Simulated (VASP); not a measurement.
# Ta (Im-3m) in VASP: notebook, part 2 of 2

VASP 6.6.1. The steps go on from the part before.

### Step 3. Relaxation of the atoms, r2SCAN (a relaxed cell with its volume scaled by 1.06)

INCAR

```
SYSTEM = Ta
PREC = Accurate
ENCUT = 600
EDIFF = 1E-7
ISMEAR = 1
SIGMA = 0.1
LREAL = .False.
LASPH = .True.
NELM = 80
ALGO = Normal
ISIF = 2
LWAVE = .False.
LCHARG = .False.
METAGGA = R2SCAN
LMIXTAU = .True.
IBRION = 2
NSW = 40
EDIFFG = -0.01
```

KPOINTS

```
regular mesh
0
Gamma
  16 16 16
  0 0 0
```

POSCAR

```
Ta                                      
1.0
   -1.6876725068      1.6876725068      1.6876725068
    1.6876725068     -1.6876725068      1.6876725068
    1.6876725068      1.6876725068     -1.6876725068
  Ta            
     1
Direct
     0.0000000000000000    0.0000000000000000    0.0000000000000000
```

Potentials or basis: VASP PAW PBE potentials, release 64 (Ta_pv).

Launch:

```console
> cat potpaw_PBE.64/Ta_pv/POTCAR > POTCAR
> mpirun -np 1 vasp_std > vasp.out
```

OUTCAR:

```text
SYSTEM = Ta
   PREC = Accurate
   ENCUT = 600
   EDIFF = 1E-7
   ISMEAR = 1
   LREAL = .False.
   LASPH = .True.
   NELM = 80
   ISIF = 2
   METAGGA = R2SCAN
   IBRION = 2
   NSW = 40
   EDIFFG = -0.01

 ion  position               nearest neighbor table
   1  0.000  0.000  0.000-

  LATTYP: Found a body centered cubic cell.
 ALAT       =     3.3753450136

  Lattice vectors:

 A1 = (  -1.6876725068,   1.6876725068,   1.6876725068)
 A2 = (   1.6876725068,  -1.6876725068,   1.6876725068)
 A3 = (   1.6876725068,   1.6876725068,  -1.6876725068)

Analysis of symmetry for initial positions (statically):
=====================================================================
 Subroutine PRICEL returns:
 Original cell was already a primitive cell.

 Routine SETGRP: Setting up the symmetry group for a
 body centered cubic supercell.

 Subroutine GETGRP returns: Found 48 space group operations
 (whereof 48 operations were pure point group operations)
 out of a pool of 48 trial point group operations.

The static configuration has the point symmetry O_h .

Analysis of symmetry for dynamics (positions and initial velocities):
=====================================================================
 Subroutine PRICEL returns:
 Original cell was already a primitive cell.

 Routine SETGRP: Setting up the symmetry group for a
 body centered cubic supercell.

 Subroutine GETGRP returns: Found 48 space group operations
 (whereof 48 operations were pure point group operations)
 out of a pool of 48 trial point group operations.

The dynamic configuration has the point symmetry O_h .

 Subroutine INISYM returns: Found 48 space group operations
 (whereof 48 operations are pure point group operations),
 and found     1 'primitive' translations

----------------------------------------------------------------------------------------

                                     Primitive cell

  volume of cell :      19.2276

  direct lattice vectors                    reciprocal lattice vectors
    -1.687672507  1.687672507  1.687672507     0.000000000  0.296266010  0.296266010
     1.687672507 -1.687672507  1.687672507     0.296266010  0.000000000  0.296266010
     1.687672507  1.687672507 -1.687672507     0.296266010  0.296266010  0.000000000

  length of vectors
     2.923134528  2.923134528  2.923134528     0.418983410  0.418983410  0.418983410

  position of ions in fractional coordinates (direct lattice)
     0.000000000  0.000000000  0.000000000

  ion indices of the primitive-cell ions
   primitive index   ion index
                 1           1

----------------------------------------------------------------------------------------

 KPOINTS: regular mesh

Automatic generation of k-mesh.
 Grid dimensions read from file:
 generate k-points for:   16   16   16

 Generating k-lattice:

  Cartesian coordinates                     Fractional coordinates (reciprocal lattice)
     0.000000000  0.018516626  0.018516626     0.062500000  0.000000000  0.000000000
     0.018516626  0.000000000  0.018516626     0.000000000  0.062500000  0.000000000
     0.018516626  0.018516626  0.000000000     0.000000000  0.000000000  0.062500000

  Length of vectors
     0.026186463  0.026186463  0.026186463

  Shift w.r.t. Gamma in fractional coordinates (k-lattice)
     0.000000000  0.000000000  0.000000000

 Subroutine IBZKPT returns following result:
 ===========================================

 Found    145 irreducible k-points:

 Following reciprocal coordinates:
            Coordinates               Weight
  0.000000  0.000000  0.000000      1.000000
  0.062500  0.000000  0.000000     12.000000
  0.125000  0.000000  0.000000     12.000000
  0.187500  0.000000  0.000000     12.000000
  0.250000  0.000000  0.000000     12.000000
  0.312500  0.000000  0.000000     12.000000
[... 16 lines left out ...]
  0.187500  0.187500  0.000000     24.000000
  0.250000  0.187500 -0.000000     48.000000
 [... further k-points ...]
   k-points           NKPTS =    145   k-points in BZ     NKDIM =    145   number of bands    NBANDS=      9
   number of dos      NEDOS =    301   number of ions     NIONS =      1
   total plane-waves  NPLWV =  13824
   dimension x,y,z NGX =    24 NGY =   24 NGZ =   24
   dimension x,y,z NGXF=    48 NGYF=   48 NGZF=   48
   ions per type =               1
   NGX,Y,Z   is equivalent  to a cutoff of  13.65, 13.65, 13.65 a.u.
   NGXF,Y,Z  is equivalent  to a cutoff of  27.30, 27.30, 27.30 a.u.
 SYSTEM =  Ta
   PREC   = accura    normal or accurate (medium, high low for compatibility)
   ISTART =      0    job   : 0-new  1-cont  2-samecut
   ICHARG =      2    charge: 1-file 2-atom 10-const
   ISPIN  =      1    spin polarized calculation?
   LNONCOLLINEAR =      F non collinear calculations
   LSORBIT =      F    spin-orbit coupling
   LASPH  =      T    aspherical Exc in radial PAW
   ENCUT  =  600.0 eV  44.10 Ry    6.64 a.u.   5.84  5.84  5.84*2*pi/ulx,y,z
   NELM   =     80;   NELMIN=  2; NELMDL= -5     # of ELM steps
   EDIFF  = 0.1E-06   stopping-criterion for ELM
   LREAL  =      F    real-space projection
   EDIFFG = -.1E-01   stopping-criterion for IOM
   NSW    =     40    number of steps for IOM
   IBRION =      2    ionic relax: 0-MD 1-quasi-New 2-CG
   NFREE  =      1    steps in history (QN), initial steepest desc. (CG)
   ISIF   =      2    stress and relaxation
   ISYM   =      2    0-nonsym 1-usesym 2-fastsym
   POTIM  = 0.5000    time-step for ionic-motion
   TEBEG  =    0.0;   TEEND  =   0.0 temperature during run
   PSTRESS=    0.0 pullay stress
   NELECT =      11.0000    total number of electrons
   NUPDOWN=      -1.0000    fix difference up-down
   EMIN   =  10.00;   EMAX   =-10.00  energy-range for DOS
   EFERMI =   0.00;   METHOD = LEGACY
   ISMEAR =     1;   SIGMA  =   0.10  broadening in eV -4-tet -1-fermi 0-gaus
   EFERMI_NEDOS =   21; number of points for ismear=-14 and -15
   IALGO  =     38    algorithm
   IMIX   =      4    mixing-type and parameters
     AMIX     =   0.40;   BMIX     =  1.00
     AMIX_MAG =   1.60;   BMIX_MAG =  1.00
  volume/ion in A,a.u.               =      19.23       129.75
  Fermi-wavevector in a.u.,A,eV,Ry     =   1.359036  2.568205 25.129664  1.846978
  Thomas-Fermi vector in A             =   2.485818
   LORBIT       =      0    0 simple, 1 ext, 2 COOP (PROOUT), +10 PAW based schemes
   METAGGA = R2SCAN    functional components
   LHFCALC =     F    Hartree Fock is set to
   AEXX    =    0.0000 exact exchange contribution
   IVDW    =     0    specifies the selected vdW correction
   LEPSILON=     F    determine dielectric tensor
   LRPA    =     F    only Hartree local field effects (RPA)
 conjugate gradient relaxation of ions
 non-spin polarized calculation
 Methfessel and Paxton  Order N= 1 SIGMA  =   0.10
  energy-cutoff  :      600.00
  volume of cell :       19.23
 maximum number of plane-waves:       682
   NGX = 11   NGY = 11   NGZ = 11

 number of electron      10.9999998 magnetization

 Free energy of the ion-electron system (eV)
  ---------------------------------------------------
  ext. energy  EPLUGINS =         0.00000000
  ---------------------------------------------------
  free energy    TOTEN  =       -48.54025408 eV

  energy without entropy =      -48.53949565  energy(sigma->0) =      -48.54000127

 E-fermi :   4.7982     XC(G=0): -13.3989

 val. band max:        4.7920505761   @ k =  -0.3750   0.3750   0.0625
 cond. band min:       4.7994232283   @ k =  -0.3125   0.3750   0.1250
 fundamental gap:      0.0073726522
 Fermi energy:         4.7982225197

 k-point     1 :       0.0000    0.0000    0.0000
  band No.  band energies     occupation
      1     -29.6999      2.00000
      2     -29.6999      2.00000
      3     -29.6999      2.00000
      4      -3.2629      2.00000
      5       5.6393     -0.00000
      6       5.6393     -0.00000
      7       5.6393     -0.00000
      8       8.8962      0.00000
      9       8.8962      0.00000
[... 265 lines left out ...]
 k-point    24 :       0.2500    0.1875   -0.0000
  band No.  band energies     occupation
      1     -30.4812      2.00000
      2     -30.0224      2.00000
      3     -29.7846      2.00000
      4       1.0218      2.00000
      5       3.6426      2.00000
      6       4.2045      2.00000
      7       8.2153      0.00000
      8       9.6497      0.00000
      9      11.3040      0.00000

 [... further k-points ...]

------------------------ aborting loop because EDIFF is reached ----------------------------------------

  FORCE on cell =-STRESS in cart. coord.  units (eV):
  Direction    XX          YY          ZZ          XY          YZ          ZX
  --------------------------------------------------------------------------------------
  -------------------------------------------------------------------------------------
  Total       -1.2690328     -1.2690328     -1.2690328      0.0000000     -0.0000000      0.0000000
  in kB     -105.7447772   -105.7447772   -105.7447772      0.0000000     -0.0000000      0.0000000
  external PRESSURE =    -105.7447772 kB  Pullay stress =       0.0000000 kB

 VOLUME and BASIS-vectors are now :
 -----------------------------------------------------------------------------
  energy-cutoff  :      600.00
  volume of cell :       19.23
      direct lattice vectors                 reciprocal lattice vectors
    -1.687672507  1.687672507  1.687672507     0.000000000  0.296266010  0.296266010
     1.687672507 -1.687672507  1.687672507     0.296266010  0.000000000  0.296266010
     1.687672507  1.687672507 -1.687672507     0.296266010  0.296266010  0.000000000

 POSITION                                       TOTAL-FORCE (eV/Angst)
 -----------------------------------------------------------------------------------
      0.00000      0.00000      0.00000         0.000000      0.000000     -0.000000
 -----------------------------------------------------------------------------------
    total drift:                                0.000000      0.000000      0.000000

  FREE ENERGIE OF THE ION-ELECTRON SYSTEM (eV)
  ---------------------------------------------------
  free  energy   TOTEN  =       -48.5402540812 eV

  energy  without entropy=      -48.5394956466  energy(sigma->0) =      -48.54000127

 reached required accuracy - stopping structural energy minimisation
```

Wall time 42 s (1 thread of Intel Xeon 6975P-C (Granite Rapids), shared host); peak memory 0.17 GiB.

What came out:

| Quantity | Value |
| --- | --- |
| Free energy | -48.5403 eV |
| Pressure after relaxing | -10.6 GPa |
| Band gap on the k mesh | none (metal or under the smearing width) |

Final structure:
```cif
data_structure
_symmetry_space_group_name_H-M 'P 1'
_symmetry_Int_Tables_number 1
_cell_length_a 2.9231
_cell_length_b 2.9231
_cell_length_c 2.9231
_cell_angle_alpha 109.471
_cell_angle_beta 109.471
_cell_angle_gamma 109.471
_cell_volume 19.23
loop_
_atom_site_label
_atom_site_type_symbol
_atom_site_fract_x
_atom_site_fract_y
_atom_site_fract_z
_atom_site_occupancy
Ta1 Ta 0.00000 0.00000 0.00000 1
```

Caveat: the relaxation stopped at its first step, so nothing moved; the PAW data sets were made with another functional, which shifts forces and pressure a little. The run has no spin-orbit coupling, so splittings on Ta are missing.
